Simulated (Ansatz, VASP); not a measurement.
One calculation of Al, two programs

```
CELL_PARAMETERS angstrom
0.00000 2.97300 2.97300
2.97300 0.00000 2.97300
2.97300 2.97300 0.00000
ATOMIC_POSITIONS crystal
Al 0.12500 0.12500 0.12500
Al 0.87500 0.87500 0.87500
```

Alike in both runs: task single point; functional r2SCAN; k mesh 10 × 10 × 10; occupations fermi-dirac, width 0.1 eV; no spin polarisation.

|  | VASP | Ansatz |
| --- | --- | --- |
| version | VASP 6.6.1 | Ansatz 0.2.0 |
| potentials or method | VASP PAW PBE potentials, release 64 (Al) | plane waves (500 eV) with PAW, scalar-relativistic |
| plane-wave cutoff (eV) | 520 | 500 |
| valence electrons in the cell | 6 | 6 |

Ansatz gave:

```
pressure (GPa) : 1.8
```

Q: What did VASP give for the same quantities?

A: Pressure (GPa): 1.6.

With one functional, cell and mesh, what is left measures potentials, basis and numerics.

Caveats: the PAW data sets were made with another functional, which shifts forces and pressure a little (VASP).
